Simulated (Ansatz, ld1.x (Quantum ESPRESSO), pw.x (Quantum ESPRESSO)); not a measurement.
pw.x on bcc P: one setting changed

Potential: norm-conserving RRKJ (Kleinman–Bylander form), ld1.x (Quantum ESPRESSO) 7.5, PBE; core [Ne], reference 3s2 3p3; waves: 3s (bound): rc 1.65 bohr; 3p (bound): rc 1.65 bohr; 3d channel at 0.15 Ry: rc 1.75 bohr; local part: all-electron potential smoothed inside 1.25 bohr (lloc = -2); core correction: none; rho0 0.01.

The reference run (k-mesh 15³, cutoffs 70/280 Ry, Fermi–Dirac 0.01 Ry, mixing_beta 0.4, conv_thr 1e-9, no spin) gives -0.85 GPa at 14.308 Å³/atom, where all-electron LAPW gives -0.58 GPa. This run, with its own iteration cap, changes k-mesh points per axis to 3.

```
&control
  calculation='scf', prefix='x', pseudo_dir='./', outdir='./tmp', tstress=.true., disk_io='none'
/
&system
  ibrav=0, nat=1, ntyp=1, ecutwfc=70, ecutrho=280, nbnd=9,
  occupations='smearing', smearing='fd', degauss=0.01
/
&electrons
  conv_thr=1e-09, mixing_beta=0.4, electron_maxstep=60
/
ATOMIC_SPECIES
P 1.0 P.UPF
CELL_PARAMETERS angstrom
  -1.52934798 1.52934798 1.52934798
  1.52934798 -1.52934798 1.52934798
  1.52934798 1.52934798 -1.52934798
ATOMIC_POSITIONS crystal
P 0.0000 0.0000 0.0000
K_POINTS automatic
3 3 3 0 0 0
```

```bash
pw.x < P.scf.in > P.scf.out
```

Problem. How does the run end?

Solution. It converges in 6 iterations; the free energy moves by -337.6 meV/atom and the pressure by -3.58 GPa.

```
Message from routine setup:
     using ibrav=0 with symmetry is DISCOURAGED, use correct ibrav instead
     lattice parameter (alat)  =       5.0057  a.u.
     unit-cell volume          =      96.5552 (a.u.)^3
     number of electrons       =         5.00
     number of Kohn-Sham states=            9
     kinetic-energy cutoff     =      70.0000  Ry
     charge density cutoff     =     280.0000  Ry
     scf convergence threshold =      1.0E-09
     Exchange-correlation= PBE
     number of k points=     4  Fermi-Dirac smearing, width (Ry)=  0.0100
     iteration #  1     ecut=    70.00 Ry     beta= 0.40
     total energy              =     -13.16766950 Ry
     estimated scf accuracy    <       0.00260114 Ry
     iteration #  2     ecut=    70.00 Ry     beta= 0.40
     total energy              =     -13.16771293 Ry
     estimated scf accuracy    <       0.00085748 Ry
     iteration #  3     ecut=    70.00 Ry     beta= 0.40
     total energy              =     -13.16774703 Ry
     estimated scf accuracy    <       0.00001027 Ry
     iteration #  4     ecut=    70.00 Ry     beta= 0.40
     total energy              =     -13.16774786 Ry
     estimated scf accuracy    <       0.00000002 Ry
     iteration #  5     ecut=    70.00 Ry     beta= 0.40
     total energy              =     -13.16774790 Ry
     estimated scf accuracy    <          1.5E-09 Ry
     iteration #  6     ecut=    70.00 Ry     beta= 0.40
     the Fermi energy is    10.4789 ev
!    total energy              =     -13.16774790 Ry
     estimated scf accuracy    <          5.0E-10 Ry
     smearing contrib. (-TS)   =      -0.00621621 Ry
     The total energy is F=E-TS. E is the sum of the following terms:
     one-electron contribution =       5.74451134 Ry
     hartree contribution      =       0.21339531 Ry
     xc contribution           =      -3.37907519 Ry
     ewald contribution        =     -15.74036315 Ry
     convergence has been achieved in   6 iterations
          total   stress  (Ry/bohr**3)                   (kbar)     P=      -44.24
     Message from routine punch:
     Nothing written, as per user request (disk_io='none')
```

The run took about 0.5 s on one core of a shared host (Neoverse-V2, 96 threads, 742 GiB, load 34).
